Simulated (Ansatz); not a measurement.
# 96-atom supercell of wurtzite ZnS

Wanted: energy, pressure and frontier levels of the defect-free cell (PBEsol, HSE06 and r²SCAN).

Method: density functional theory in Ansatz 0.2.0, PAW datasets, plane waves.

### Step 1. The system as built

96 atoms (48 Zn, 48 S); a = 11.347 Å, b = 13.102 Å, c = 12.415 Å, α = 90.00°, β = 90.00°, γ = 90.00°.

Plan of the steps: (2) PBEsol single point at the single k point (¼, ¼, ¼), on 1 × NVIDIA GB300 Max-Q with 8 threads of Arm Neoverse-V2; (3) HSE06 single point at the single k point (¼, ¼, ¼), on 1 × NVIDIA GB300 Max-Q with 8 threads of Arm Neoverse-V2; (4) r²SCAN single point at the single k point (¼, ¼, ¼), on 1 × NVIDIA GB300 Max-Q with 8 threads of Arm Neoverse-V2.

### Step 2. PBEsol single point

Input file in.yaml:

```yaml
crystal:
  lattice:
    - [11.346741, 0.000000, 0.000000]
    - [0.000002, 13.102088, 0.000000]
    - [0.000000, 0.000000, 12.415286]
  atoms:
    - { symbol: Zn, position: [0.000000, 0.166667, 0.000461] }
    - { symbol: Zn, position: [0.000000, 0.166667, 0.500461] }
    - { symbol: Zn, position: [0.333333, 0.166667, 0.000461] }
    - { symbol: Zn, position: [0.333333, 0.166667, 0.500461] }
    - { symbol: Zn, position: [0.166667, 0.416667, 0.000461] }
    - { symbol: Zn, position: [0.166667, 0.416667, 0.500461] }
    - { symbol: Zn, position: [0.000000, 0.666667, 0.000461] }
    - { symbol: Zn, position: [0.000000, 0.666667, 0.500461] }
    - { symbol: Zn, position: [0.666667, 0.166667, 0.000461] }
    - { symbol: Zn, position: [0.666667, 0.166667, 0.500461] }
    - { symbol: Zn, position: [0.500000, 0.416667, 0.000461] }
    - { symbol: Zn, position: [0.500000, 0.416667, 0.500461] }
    - { symbol: Zn, position: [0.333333, 0.666667, 0.000461] }
    - { symbol: Zn, position: [0.333333, 0.666667, 0.500461] }
    - { symbol: Zn, position: [0.166667, 0.916667, 0.000461] }
    - { symbol: Zn, position: [0.166667, 0.916667, 0.500461] }
    - { symbol: Zn, position: [0.833333, 0.416667, 0.000461] }
    - { symbol: Zn, position: [0.833333, 0.416667, 0.500461] }
    - { symbol: Zn, position: [0.666667, 0.666667, 0.000461] }
    - { symbol: Zn, position: [0.666667, 0.666667, 0.500461] }
    - { symbol: Zn, position: [0.500000, 0.916667, 0.000461] }
    - { symbol: Zn, position: [0.500000, 0.916667, 0.500461] }
    - { symbol: Zn, position: [0.833333, 0.916667, 0.000461] }
    - { symbol: Zn, position: [0.833333, 0.916667, 0.500461] }
    - { symbol: Zn, position: [0.166667, 0.083333, 0.250461] }
    - { symbol: Zn, position: [0.166667, 0.083333, 0.750461] }
    - { symbol: Zn, position: [0.000000, 0.333333, 0.250461] }
    - { symbol: Zn, position: [0.000000, 0.333333, 0.750461] }
    - { symbol: Zn, position: [0.500000, 0.083333, 0.250461] }
    - { symbol: Zn, position: [0.500000, 0.083333, 0.750461] }
    - { symbol: Zn, position: [0.333333, 0.333333, 0.250461] }
    - { symbol: Zn, position: [0.333333, 0.333333, 0.750461] }
    - { symbol: Zn, position: [0.166667, 0.583333, 0.250461] }
    - { symbol: Zn, position: [0.166667, 0.583333, 0.750461] }
    - { symbol: Zn, position: [0.000000, 0.833333, 0.250461] }
    - { symbol: Zn, position: [0.000000, 0.833333, 0.750461] }
    - { symbol: Zn, position: [0.833333, 0.083333, 0.250461] }
    - { symbol: Zn, position: [0.833333, 0.083333, 0.750461] }
    - { symbol: Zn, position: [0.666667, 0.333333, 0.250461] }
    - { symbol: Zn, position: [0.666667, 0.333333, 0.750461] }
    - { symbol: Zn, position: [0.500000, 0.583333, 0.250461] }
    - { symbol: Zn, position: [0.500000, 0.583333, 0.750461] }
    - { symbol: Zn, position: [0.333333, 0.833333, 0.250461] }
    - { symbol: Zn, position: [0.333333, 0.833333, 0.750461] }
    - { symbol: Zn, position: [0.833333, 0.583333, 0.250461] }
    - { symbol: Zn, position: [0.833333, 0.583333, 0.750461] }
    - { symbol: Zn, position: [0.666667, 0.833333, 0.250461] }
    - { symbol: Zn, position: [0.666667, 0.833333, 0.750461] }
    - { symbol: S, position: [0.000000, 0.166667, 0.187539] }
    - { symbol: S, position: [0.000000, 0.166667, 0.687539] }
    - { symbol: S, position: [0.333333, 0.166667, 0.187539] }
    - { symbol: S, position: [0.333333, 0.166667, 0.687539] }
    - { symbol: S, position: [0.166667, 0.416667, 0.187539] }
    - { symbol: S, position: [0.166667, 0.416667, 0.687539] }
    - { symbol: S, position: [0.000000, 0.666667, 0.187539] }
    - { symbol: S, position: [0.000000, 0.666667, 0.687539] }
    - { symbol: S, position: [0.666667, 0.166667, 0.187539] }
    - { symbol: S, position: [0.666667, 0.166667, 0.687539] }
    - { symbol: S, position: [0.500000, 0.416667, 0.187539] }
    - { symbol: S, position: [0.500000, 0.416667, 0.687539] }
    - { symbol: S, position: [0.333333, 0.666667, 0.187539] }
    - { symbol: S, position: [0.333333, 0.666667, 0.687539] }
    - { symbol: S, position: [0.166667, 0.916667, 0.187539] }
    - { symbol: S, position: [0.166667, 0.916667, 0.687539] }
    - { symbol: S, position: [0.833333, 0.416667, 0.187539] }
    - { symbol: S, position: [0.833333, 0.416667, 0.687539] }
    - { symbol: S, position: [0.666667, 0.666667, 0.187539] }
    - { symbol: S, position: [0.666667, 0.666667, 0.687539] }
    - { symbol: S, position: [0.500000, 0.916667, 0.187539] }
    - { symbol: S, position: [0.500000, 0.916667, 0.687539] }
    - { symbol: S, position: [0.833333, 0.916667, 0.187539] }
    - { symbol: S, position: [0.833333, 0.916667, 0.687539] }
    - { symbol: S, position: [0.166667, 0.083333, 0.437539] }
    - { symbol: S, position: [0.166667, 0.083333, 0.937539] }
    - { symbol: S, position: [0.000000, 0.333333, 0.437539] }
    - { symbol: S, position: [0.000000, 0.333333, 0.937539] }
    - { symbol: S, position: [0.500000, 0.083333, 0.437539] }
    - { symbol: S, position: [0.500000, 0.083333, 0.937539] }
    - { symbol: S, position: [0.333333, 0.333333, 0.437539] }
    - { symbol: S, position: [0.333333, 0.333333, 0.937539] }
    - { symbol: S, position: [0.166667, 0.583333, 0.437539] }
    - { symbol: S, position: [0.166667, 0.583333, 0.937539] }
    - { symbol: S, position: [0.000000, 0.833333, 0.437539] }
    - { symbol: S, position: [0.000000, 0.833333, 0.937539] }
    - { symbol: S, position: [0.833333, 0.083333, 0.437539] }
    - { symbol: S, position: [0.833333, 0.083333, 0.937539] }
    - { symbol: S, position: [0.666667, 0.333333, 0.437539] }
    - { symbol: S, position: [0.666667, 0.333333, 0.937539] }
    - { symbol: S, position: [0.500000, 0.583333, 0.437539] }
    - { symbol: S, position: [0.500000, 0.583333, 0.937539] }
    - { symbol: S, position: [0.333333, 0.833333, 0.437539] }
    - { symbol: S, position: [0.333333, 0.833333, 0.937539] }
    - { symbol: S, position: [0.833333, 0.583333, 0.437539] }
    - { symbol: S, position: [0.833333, 0.583333, 0.937539] }
    - { symbol: S, position: [0.666667, 0.833333, 0.437539] }
    - { symbol: S, position: [0.666667, 0.833333, 0.937539] }
  symmetry: { detect: false }
kpoints:
  mp_grid: { grid: [1, 1, 1], shift: [0.25, 0.25, 0.25] }
hamiltonian:
  xc: pbesol
scf:
  occupations: { method: fermi_dirac, width: 0.01 }
output:
  forces: true
  eigenvalues: true
  stress: true
  populations: true
  eigenstates: { kpoints: [[0.25, 0.25, 0.25]], e_range: [-6.0, 6.0], localisation: true }
```

Run with:

```bash
> ansatz run in.yaml --threads 8 --pin off --max-ram 118750MiB --runs-dir r --events-out ev --progress --plain --backend cuda --devices 0,
```

### Step 3. HSE06 single point

in.yaml, as its differences from that of step 2:

```diff
@@ -106,3 +106,3 @@
 hamiltonian:
-  xc: pbesol
+  xc: hse06
 scf:
@@ -112,3 +112,2 @@
   eigenvalues: true
-  stress: true
   populations: true
```

### Step 4. r²SCAN on the same atoms

in.yaml, as its differences from that of step 3:

```diff
@@ -106,3 +106,3 @@
 hamiltonian:
-  xc: hse06
+  xc: r2scan
 scf:
```

Before running it: what results should come out? Wanted: for each run, top filled to lowest empty; energy; pressure.

The runs gave:

```
 level         time  top filled to lowest empty (eV)  energy (eV/atom)  pressure (GPa)
PBEsol  6.6 s (GPU)                             3.05        -2083.7180           -0.01
 HSE06   94 s (GPU)                             4.41        -2111.6943               -
r²SCAN   10 s (GPU)                             3.71        -2116.7213               -
```

**What this shows.** At the same k points, PBEsol gives a spacing 1.35 eV smaller and r²SCAN gives a spacing 0.70 eV smaller than the 4.41 eV of HSE06. The price of HSE06 is about 14 times the time of PBEsol here. With one k point the spacing samples only the states that fold onto it, so it can exceed the gap over the zone.
